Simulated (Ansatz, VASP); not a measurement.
## One calculation of Pb, two programs

```
Pb
1.0
     0.00000    2.46953    2.46953
     2.46953    0.00000    2.46953
     2.46953    2.46953    0.00000
Pb
1
Cartesian
  0.0000 0.0000 0.0000
```

Alike in both runs: task single point; functional PBE; k mesh 14 × 14 × 14; occupations gaussian, width 0.1 eV; no spin polarisation.

|  | VASP | Ansatz |
| --- | --- | --- |
| version | VASP 6.6.1 | Ansatz 0.2.0 |
| potentials or method | VASP PAW PBE potentials, release 64 (Pb_d) | scalar-relativistic, plane waves, PAW |
| plane-wave cutoff (eV) | 520 | 420 |
| valence electrons in the cell | 14 | 14 |

```csv
,VASP,Ansatz,Ansatz less VASP
gap on the k mesh at the Fermi level (eV),none,none,-
pressure (GPa),2.7,2.8,+0.06
```

A gap of «none» marks a metal or a gap that the smearing closes.

Spin-orbit coupling is left out, which matters for the levels of Pb.
